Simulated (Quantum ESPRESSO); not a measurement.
## Rh under changes of volume

One of the cells (13.671 Å³/atom); the others are scaled copies at fixed shape and fractional positions:

```
Rh
1.0
     0.00000    1.89785    1.89785
     1.89785    0.00000    1.89785
     1.89785    1.89785    0.00000
Rh
1
Direct
  0.00000 0.00000 0.00000
```

* Program: Quantum ESPRESSO 7.5
* Functional: rev-vdW-DF2
* Potentials or basis: PseudoDojo 0.4.1 SR PBE standard
* Cutoff: 1197 eV
* Density cutoff: 4789 eV
* k mesh: 12 × 12 × 12
* Occupations: fermi-dirac, width 0.05 eV
* Spin: no spin polarisation

```csv
volume (Å³/atom),energy over the lowest point (meV/atom),pressure (GPa)
12.851,65.59,23.8
13.125,31.65,16.0
13.398,10.35,9.0
13.671,0.23,2.9
13.945,0.00,-2.6
14.218,?,?
14.492,24.83,-11.6
```

What does the run at 14.218 Å³/atom give?

Energy over the lowest point 8.54 meV/atom; pressure -7.4 GPa.

Worked out: A Birch-Murnaghan fit of order 3 (a polynomial in V^(-2/3)) to the other rows has its minimum at 13.81 Å³/atom with B0 = V·E''(V) = 275 GPa and B' = 5.1. It gives 8.50 meV/atom at 14.218 Å³/atom, against the run's 8.54, and -dE/dV = -7.4 GPa, against -7.4.

Energies are extrapolated to zero smearing.

Caveats: the potentials were made for another functional, which shifts forces and pressure.
